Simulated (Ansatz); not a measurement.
# Ta6H2C7: the cost of one run

Method: DFT PBE+D3(BJ), scalar-relativistic, plane waves, PAW, in Ansatz 0.2.0.

2 further runs of the same task are left out: 2 set aside as unsound or not needed.

**1. The system as given**

It takes space group P3m1 (No. 156, trigonal). The conventional cell has a = 3.143 Å, b = 3.143 Å, c = 22.415 Å, α = 90.00°, β = 90.00°, γ = 120.00°. C (site symmetry 3m) has 3 Ta at 2.22 Å as nearest neighbours. Ta (site symmetry 3m) is surrounded by 6 C at 2.22 Å. C (site symmetry 3m) has 6 Ta at 2.22 to 2.24 Å as nearest neighbours. Ta (site symmetry 3m) has 6 C at 2.24 Å as nearest neighbours. C (site symmetry 3m) has 6 Ta at 2.15 to 2.24 Å as nearest neighbours. Around Ta (site symmetry 3m) lie 3 C at 2.15 Å.

As a file:

```cif
data_structure
_symmetry_space_group_name_H-M 'P 1'
_symmetry_Int_Tables_number 1
_cell_length_a 6.2855
_cell_length_b 6.2855
_cell_length_c 22.4151
_cell_angle_alpha 90.000
_cell_angle_beta 90.000
_cell_angle_gamma 120.000
_cell_volume 766.93
loop_
_atom_site_label
_atom_site_type_symbol
_atom_site_fract_x
_atom_site_fract_y
_atom_site_fract_z
_atom_site_occupancy
C1 C 0.16667 0.33333 0.35690 1
C2 C 0.16667 0.83333 0.35690 1
C3 C 0.66667 0.33333 0.35690 1
C4 C 0.66667 0.83333 0.35690 1
Ta1 Ta 0.33333 0.16667 0.41414 1
Ta2 Ta 0.33333 0.66667 0.41414 1
Ta3 Ta 0.83333 0.16667 0.41414 1
Ta4 Ta 0.83333 0.66667 0.41414 1
C5 C 0.50000 0.50000 0.47138 1
C6 C 0.50000 0.00000 0.47138 1
C7 C 0.00000 0.50000 0.47138 1
C8 C 0.00000 0.00000 0.47138 1
Ta5 Ta 0.66667 0.33333 0.53012 1
Ta6 Ta 0.66667 0.83333 0.53012 1
Ta7 Ta 0.16667 0.33333 0.53012 1
Ta8 Ta 0.16667 0.83333 0.53012 1
C9 C 0.83333 0.66667 0.58863 1
C10 C 0.83333 0.16667 0.58863 1
C11 C 0.33333 0.66667 0.58863 1
C12 C 0.33333 0.16667 0.58863 1
Ta9 Ta 0.00000 0.50000 0.64023 1
Ta10 Ta 0.00000 0.00000 0.64023 1
Ta11 Ta 0.50000 0.50000 0.64023 1
Ta12 Ta 0.50000 0.00000 0.64023 1
```

Miller indices refer to the conventional cell of the relaxed bulk, Fm-3m (No. 225): a = 4.445 Å, b = 4.445 Å, c = 4.445 Å, α = 90.00°, β = 90.00°, γ = 90.00°.

This (111) slab, 6.4 Å thick as cut, with 16 Å of vacuum, in a 2×2 surface cell; its outer planes are Ta (top) and C (bottom), was relaxed beforehand with its lower half held: -122200.3947 eV, work function 4.72 eV (top face), 6.81 eV (bottom face), dipole along +c 0.395 e·Å per cell.

**2. C2H4, flat, over a hollow (nearest Ta) site**

Input file input.yaml:

```yaml
crystal:
  lattice:
    - [6.2855222138, 0.0, 0.0]
    - [-3.1427611069, 5.4434219132, 0.0]
    - [0.0, 0.0, 24.4151342461]
  atoms:
    - { symbol: C, position: [0.1666666667, 0.3333333333, 0.3276656159] }
    - { symbol: C, position: [0.1666666667, 0.8333333333, 0.3276656159] }
    - { symbol: C, position: [0.6666666667, 0.3333333333, 0.3276656159] }
    - { symbol: C, position: [0.6666666667, 0.8333333333, 0.3276656159] }
    - { symbol: Ta, position: [0.3333333333, 0.1666666667, 0.3802160887] }
    - { symbol: Ta, position: [0.3333333333, 0.6666666667, 0.3802160887] }
    - { symbol: Ta, position: [0.8333333333, 0.1666666667, 0.3802160887] }
    - { symbol: Ta, position: [0.8333333333, 0.6666666667, 0.3802160887] }
    - { symbol: C, position: [0.5, 0.5, 0.4327665616] }
    - { symbol: C, position: [0.5, 0.0, 0.4327665616] }
    - { symbol: C, position: [0.0, 0.5, 0.4327665616] }
    - { symbol: C, position: [0.0, 0.0, 0.4327665616] }
    - { symbol: Ta, position: [0.6666666667, 0.3333333333, 0.486697262] }
    - { symbol: Ta, position: [0.6666666667, 0.8333333333, 0.486697262] }
    - { symbol: Ta, position: [0.1666666667, 0.3333333333, 0.486697262] }
    - { symbol: Ta, position: [0.1666666667, 0.8333333333, 0.486697262] }
    - { symbol: C, position: [0.8333333333, 0.6666666667, 0.5404136829] }
    - { symbol: C, position: [0.8333333333, 0.1666666667, 0.5404136829] }
    - { symbol: C, position: [0.3333333333, 0.6666666667, 0.5404136829] }
    - { symbol: C, position: [0.3333333333, 0.1666666667, 0.5404136829] }
    - { symbol: Ta, position: [0.0, 0.5, 0.5877870891] }
    - { symbol: Ta, position: [0.0, 0.0, 0.5877870891] }
    - { symbol: Ta, position: [0.5, 0.5, 0.5877870891] }
    - { symbol: Ta, position: [0.5, 0.0, 0.5877870891] }
    - { symbol: C, position: [0.1666666667, 0.8333333333, 0.7016508907] }
    - { symbol: C, position: [0.187929905, 0.633010356, 0.7016508907] }
    - { symbol: H, position: [-0.0136436397, 0.8168414328, 0.7016508907] }
    - { symbol: H, position: [0.3295052913, 1.0143429274, 0.7016508907] }
    - { symbol: H, position: [0.3682147085, 0.6494937985, 0.7016508907] }
    - { symbol: H, position: [0.0250760502, 0.4519842505, 0.7016508907] }
basis:
  ecutwfc: 420
kpoints:
  mp_grid: { grid: [4, 4, 1] }
hamiltonian:
  xc: pbe
  dispersion: d3bj
scf:
  occupations: { method: gaussian, width: 0.1 }
output:
  forces: true
  eigenvalues: true
  write_density: true
  write_potential: true
  elf: true
  volumetric_format: npy
relax:
  adjacent_minimum: "off"
  f_tol: 0.04
  max_steps: 100
  constraints: [{ sites: [0, 1, 2, 3, 4, 5, 6, 7, 8, 9, 10, 11] }]
efield:
  axis: 3
  dipole_correction: true
  ramp_width: 0.04
```

On the command line:

```
ansatz run input.yaml --threads 4 --pin off --max-ram 10240MiB --backend cpu --events-out ev --progress --plain --runs-dir out
```

Q: Estimate wall time and peak memory on 4 threads of Arm Neoverse V1, shared host.

About 13 min, with a peak of 2.7 GiB.
